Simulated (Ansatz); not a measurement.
**TiB: properties at the relaxed cell**

An exercise on one series of results from a longer session: the logs are not shown, and one member is left open.

Computed with Ansatz 0.2.0 (DFT PBEsol, scalar-relativistic, plane waves, PAW, unless a step's input says otherwise).

2 further runs of the same task are left out: 2 set aside as unsound or not needed.

### The system as given

Symmetry: F-43m, No. 216, cubic system. Conventional cell: a = 4.907 Å, b = 4.907 Å, c = 4.907 Å, α = 90.00°, β = 90.00°, γ = 90.00°. Around Ti (site symmetry -43m) lie 4 B at 2.12 Å. Around B (site symmetry -43m) lie 4 Ti at 2.12 Å.

Coordinates:

```
CELL_PARAMETERS angstrom
0.00000 2.45334 2.45334
2.45334 0.00000 2.45334
2.45334 2.45334 0.00000
ATOMIC_POSITIONS crystal
Ti 0.75000 0.75000 0.75000
B 0.00000 0.00000 0.00000
```

It is the result of an earlier relaxation at this level (volume 14.77 Å³/atom; gap on the mesh: none (metal)).

The first run:

File input.yaml:

```yaml
crystal:
  lattice:
    - [0.0, 2.453342012, 2.453342012]
    - [2.453342012, 0.0, 2.453342012]
    - [2.453342012, 2.453342012, 0.0]
  atoms:
    - { symbol: Ti, position: [0.75, 0.75, 0.75] }
    - { symbol: B, position: [0.0, 0.0, 0.0] }
basis:
  ecutwfc: 420
kpoints:
  mp_grid: { grid: [14, 14, 14] }
  band_path:
    path:
      - [[0.0, 0.0, 0.0], [-0.5, -0.5, 0.0], [-0.375, -0.375, 0.25]]
      - [[-0.375, 0.0, 0.375], [0.0, 0.0, 0.0], [0.0, 0.0, 0.5], [-0.5, -0.25, 0.25], [-0.5, -0.5, 0.0]]
    npoints: 14
hamiltonian:
  xc: pbesol
scf:
  occupations: { method: gaussian, width: 0.1 }
  n_extra_bands: 6
output:
  forces: true
  stress: true
  eigenvalues: true
  populations: true
  dos: { projected: true, de: 0.02, nscf_kmesh: { grid: [21, 21, 21] } }
  bader: true
```

Started as:

```console
> ansatz run input.yaml --threads 1 --pin off --max-ram 2560MiB --backend cpu --events-out ev --progress --plain --runs-dir out
```

Among the steps run: Electronic structure at the relaxed geometry; Back to the database's cell; The cell scaled to 0.97 of its volume; Volume × 1.03; The cell scaled to 0.94 of its volume; Point at V/V0 = 1.06; Point at V/V0 = 0.91; Point at V/V0 = 1.10; The cell scaled to 0.88 of its volume.

One of the session's tables, all rows but one given; the rest of the session is left out.

It belongs to the step «Fit of the equation of state». 

| volume (Å³/atom) | energy above the lowest point (meV/atom) | pressure (GPa) |
| --- | --- | --- |
| 12.994 | 87.0 | 17.37 |
| 13.437 | 46.5 | 12.08 |
| 13.880 | 19.7 | 7.49 |
| 14.323 | 4.7 | 3.49 |
| 14.766 | 0.0 | 0.02 |
| 15.209 | ? | ? |
| 15.652 | 16.4 | -5.64 |
| 16.243 | 43.0 | -8.63 |

**Question.** Estimate the row for volume (Å³/atom) = 15.209.

Worked estimate for «energy above the lowest point (meV/atom)». A straight line through the neighbours (14.766, 0.0) and (15.652, 16.4) gives 0.0 + (16.4 − 0.0) × (15.209 − 14.766) / (15.652 − 14.766) = 8.2; a parabola fitted to 4 rows on both sides gives 4.4.

**Answer.** energy above the lowest point (meV/atom): 4.3; pressure (GPa): -3.00. In «energy above the lowest point (meV/atom)» the line misses by +3.9 and the parabola by +0.1.
